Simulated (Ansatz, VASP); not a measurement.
# Two plane-wave programs on SnTe

File INCAR:

```
SYSTEM = SnTe
ALGO = Fast ; EDIFF = 1E-6
ENCUT = 520 ; GGA = PE
ISIF = 2 ; ISMEAR = 0
LASPH = .True. ; LCHARG = .False.
LREAL = .False. ; LWAVE = .False.
NBANDS = 17 ; NELM = 100
PREC = Accurate ; SIGMA = 0.03
```

The input KPOINTS:

```
k-points
0
Gamma
  10 10 10
  0 0 0
```

POSCAR

```
SnTe
1.0
    0.0000000000      3.2061701262      3.2061701262
    3.2061701262      0.0000000000      3.2061701262
    3.2061701262      3.2061701262      0.0000000000
Sn Te
1 1
Direct
    0.0000000000      0.0000000000     -0.0057389344
    0.5000000000      0.5000000000      0.5053390980
```

Input for Ansatz:

```yaml
crystal:
  lattice:
    - [0.0, 3.2061701262, 3.2061701262]
    - [3.2061701262, 0.0, 3.2061701262]
    - [3.2061701262, 3.2061701262, 0.0]
  atoms:
    - { symbol: Sn, position: [0.0, 0.0, -0.0057389344] }
    - { symbol: Te, position: [0.5, 0.5, 0.505339098] }
basis:
  ecutwfc: 420
kpoints:
  mp_grid: { grid: [10, 10, 10] }
hamiltonian:
  xc: pbe
scf:
  occupations: { method: gaussian, width: 0.03 }
output:
  forces: true
  stress: true
  eigenvalues: true
```

Change from the starting cell: mode 1 frozen in at -0.018 Å and mode 2 at -0.018 Å (largest displacements).

Alike in both runs: task single point; functional PBE; k mesh 10 × 10 × 10; occupations gaussian, width 0.03 eV; no spin polarisation.

|  | VASP | Ansatz |
| --- | --- | --- |
| version | VASP 6.6.1 | Ansatz 0.2.0 |
| potentials or method | VASP PAW PBE potentials, release 64 (Sn_d, Te) | scalar-relativistic, plane waves, PAW |
| plane-wave cutoff (eV) | 520 | 420 |
| valence electrons in the cell | 20 | 30 |

|  | VASP | Ansatz | Ansatz less VASP |
| --- | --- | --- | --- |
| gap on the k mesh at the Fermi level (eV) | 0.06 | 0.06 | +0.001 |
| least direct gap on the mesh (eV) | 0.06 | 0.06 | +0.001 |
| pressure (GPa) | -0.1 | 0.0 | +0.04 |
| rms of the force components (eV/Å) | 0.007 | 0.008 | +0.0008 |

Atom by atom the forces differ by 0.001 eV/Å (rms over components). The two sets of potentials don't hold the same shells in valence.

Caveats: spin-orbit coupling is left out, which moves the levels of the heavy elements. A k mesh can miss the band edges.
